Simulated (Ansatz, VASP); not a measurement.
# Cs in VASP and in Ansatz

```
Cs
1.0
    -3.12847    3.12847    3.12847
     3.12847   -3.12847    3.12847
     3.12847    3.12847   -3.12847
Cs
1
Direct
  0.00000 0.00000 0.00000
```

Alike in both runs: task single point; functional PBE; k mesh 6 × 6 × 6; occupations fermi-dirac, width 0.05 eV; no spin polarisation.

|  | VASP | Ansatz |
| --- | --- | --- |
| version | VASP 6.6.1 | Ansatz 0.2.0 |
| potentials or method | VASP PAW PBE potentials, release 64 (Cs_sv), cutoff 520 eV | all-electron LAPW, scalar-relativistic |

```tsv
	VASP	Ansatz	Ansatz less VASP
gap on the k mesh at the Fermi level (eV)	none	none	-
pressure (GPa)	-0.1	-0.1	+0.01
```

A gap of «none» marks a metal or a gap that the smearing closes. Ansatz ran all-electron here, so the differences hold the error of VASP's frozen core and of both bases.

The runs have no spin-orbit coupling, so splittings on Cs are missing.
